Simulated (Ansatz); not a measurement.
ZrS₂ built on the CdI2 prototype, relaxed with r2SCAN+rVV10, was run in the plane-wave code Ansatz under altered settings. All numbers are computed, without spin polarisation but where a row says otherwise.

```yaml
crystal:
  lattice:
    - [3.67440, 0.00000, 0.00000]
    - [-1.83720, 3.18212, 0.00000]
    - [0.00000, 0.00000, 5.85686]
  atoms:
    - { symbol: Zr, position: [0.00000, 0.00000, 0.00000] }
    - { symbol: S, position: [0.33333, 0.66667, 0.24623] }
    - { symbol: S, position: [0.66667, 0.33333, 0.75377] }
```

The base run's other keys:
```yaml
kpoints:
  mp_grid: { grid: [6, 6, 4] }
hamiltonian:
  xc: r2scan
scf:
  occupations: { method: fixed }
  n_extra_bands: 4
```

It takes 6 iterations with 1785 plane waves at 500 eV and 24 k points, and leaves a mean stress of +0.95 GPa. The gap over this mesh is 1.188 eV. It ran on 4 threads of Arm Neoverse N1 (shared host).

Outcomes, with energy and stress as changes against the base:
```
                                setting            outcome  ΔF (meV/atom)  Δ mean stress (GPa)  gap on the mesh (eV)  iterations  wall time
                hamiltonian.xc: mr2scan          converged              –                 0.00                 1.188           6      2.5 s
scf.occupations: methfessel_paxton 0.05          converged            0.0                 0.00                 1.188           6      2.6 s
             scf.occupations: cold 0.05          converged            0.0                 0.00                 1.188           6      2.5 s
           hamiltonian.dispersion: d3bj  converged, warned           -165                -1.19                 1.188           6      2.5 s
        kpoints.mp_grid.grid: [8, 8, 1]          converged            -54                -1.03                 1.353           6      1.8 s
          scf.occupations: gaussian 0.5          converged           -0.5                 0.00                 1.192           6      2.6 s
           scf.occupations: tetrahedron  converged, warned            0.0                    –                 1.188           6      2.5 s
                    scf.mixing.ndim: 30          converged            0.0                 0.00                 1.188           7      2.7 s
         crystal.symmetry.detect: false          converged            0.0                 0.00                 1.188           6       11 s
      scf.mixing.preconditioner: kerker          converged            0.0                 0.00                 1.188           7      2.6 s
                   scf.n_extra_bands: 1          converged            0.0                 0.00                 1.188           7      2.4 s
        kpoints.mp_grid.grid: [4, 4, 4]          converged          +17.2                +0.25                 1.166           6      1.9 s
                  scf.n_extra_bands: 24          converged            0.0                 0.00                 1.188           7      3.6 s
                scf.n_extra_bands: 5000            refused              –                    –                     –           –      0.2 s
```
A dash marks a value that wasn't obtained or can't be compared. Stress is positive in compression. The base took 2.5 s.

- hamiltonian.dispersion: d3bj. The free energy moves by -165 meV an atom, the mean stress by -1.19 GPa and the gap on the mesh by 0.000 eV (to 1.188). A pairwise correction adds to energy, forces and stress and leaves the bands alone. Warned: dispersion damping borrowed.
- kpoints.mp_grid.grid: [8, 8, 1]. The free energy moves by -54 meV an atom, the mean stress by -1.03 GPa (single components by up to 3.3) and the gap on the mesh by +0.165 eV (to 1.353). The gap changes mostly because other points are sampled; a mesh that misses a band edge overestimates it. The mesh is too coarse.
- scf.occupations: tetrahedron. Energy, stress and gap stay within 1 meV an atom, 0.1 GPa and 0.005 eV of the base. Warned: band table not solved further, tetrahedron derivatives may miss energy slope.
- kpoints.mp_grid.grid: [4, 4, 4]. The free energy moves by +17.2 meV an atom, the mean stress by +0.25 GPa and the gap on the mesh by -0.022 eV (to 1.166). The mesh is too coarse.
- scf.n_extra_bands: 5000. It is rejected at once. Error: inconsistent input (scf.n_extra_bands, basis.ecutwfc, kpoints): n_bands = 5012 exceeds the smallest per-k basis n_pw = 1722 (k-point 23, counted from 0 among those solved) — raise basis.ecutwfc or lower scf.n_extra_bands

Within 1 meV an atom, 0.1 GPa and 0.005 eV of the base stay: scf.occupations: methfessel_paxton 0.05; scf.occupations: cold 0.05; scf.occupations: gaussian 0.5; scf.occupations: tetrahedron; scf.mixing.ndim: 30; crystal.symmetry.detect: false; scf.mixing.preconditioner: kerker; scf.n_extra_bands: 1; scf.n_extra_bands: 24.
